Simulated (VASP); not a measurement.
## Cd: work function with PBE

Cd, a slab with vacuum:

```
Cd
1.0
     2.97887    0.00000    0.00000
    -1.48944    2.57978    0.00000
     0.00000    0.00000   23.42647
Cd
4
Direct
  0.66667 0.33333 0.32015
  0.33333 0.66667 0.44005
  0.66667 0.33333 0.55995
  0.33333 0.66667 0.67985
```

The slab is cut from a database's or a generator's crystal, which needn't be the stable form of the element.

The cell isn't the ideal one: the (0 0 1) slab of Cd, cut from the database cell, not relaxed.

```yaml
Program: VASP 6.6.1
Task: work function
Functional: PBE
Potentials_or_basis: VASP PAW PBE potentials, release 64 (Cd)
Cutoff: 520 eV
k_mesh: 10 × 10 × 1
Occupations: gaussian, width 0.05 eV
Spin: no spin polarisation
Dipole_correction: yes
Further_INCAR_settings: ALGO = Normal; EDIFF = 1e-07
```

The largest force is 0.044 eV/Å, the band gap on the k mesh is none (metal or under the smearing width) and the work function of the upper face is 3.63 eV. The work function of the lower face is 3.63 eV.

Forces in eV/Å, atoms in the order of the input:
```
Cd   0.000  0.000  0.044
Cd   0.000  0.000  0.010
Cd   0.000  0.000 -0.010
Cd   0.000  0.000 -0.044
```

Levels at points of the mesh, in eV from the Fermi level:
```tsv
k point	band 22	band 23	band 24	band 25	band 26	band 27
(0.00, 0.00, 0.00)	-7.68	-6.28	-4.39	-2.12	0.39	2.57
(0.50, 0.00, 0.00)	-1.74	-1.39	-1.22	0.38	0.54	1.37
```

It took 90 s on 1 thread of Intel(R) Xeon(R) Platinum 8259CL CPU @ 2.50GHz (Skylake/Cascade Lake) (shared host), peak memory 0.32 GiB.
